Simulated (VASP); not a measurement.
Here is a VASP 6.6.1 calculation.

INCAR

```
PREC     = Accurate       # precision mode
ENCUT    = 520            # plane-wave cutoff, eV
EDIFF    = 1E-6           # SCF threshold, eV
ISMEAR   = 0              # smearing method
SIGMA    = 0.02           # smearing width, eV
LREAL    = F              # projectors in reciprocal space
LASPH    = T              # aspherical terms in the spheres
NELM     = 100            # most SCF steps
ALGO     = Normal         # electronic algorithm
ISIF     = 2              # what is computed and relaxed
LWAVE    = F              # write WAVECAR
LCHARG   = F              # write CHGCAR
GGA      = PS             # functional
NBANDS   = 16             # bands
```

The input KPOINTS:

```
regular mesh
0
Gamma
  10 10 10
```

Contents of POSCAR:

```
CdSe
1.0
    0.0000000000      3.0250000000      3.0250000000
    3.0250000000      0.0000000000      3.0250000000
    3.0250000000      3.0250000000      0.0000000000
Cd Se
1 1
Direct
    0.0000000000      0.0000000000      0.0000000000
    0.2500000000      0.2500000000      0.2500000000
```

Potentials or basis: VASP PAW PBE potentials, release 64 (Cd, Se).

Command:

```sh
$ cat potpaw_PBE.64/Cd/POTCAR potpaw_PBE.64/Se/POTCAR > POTCAR
$ mpirun -np 1 vasp_std > vasp.out
```

**Question.** Estimate the band gap on the k mesh.

**Answer.** 0.51 eV, direct.

**Question.** What does it give for the pressure?

**Answer.** 1.2 GPa.

Caveat: the PAW data sets were made with another functional, which shifts forces and pressure a little. As with any semilocal functional, this PBEsol gap is likely too small.
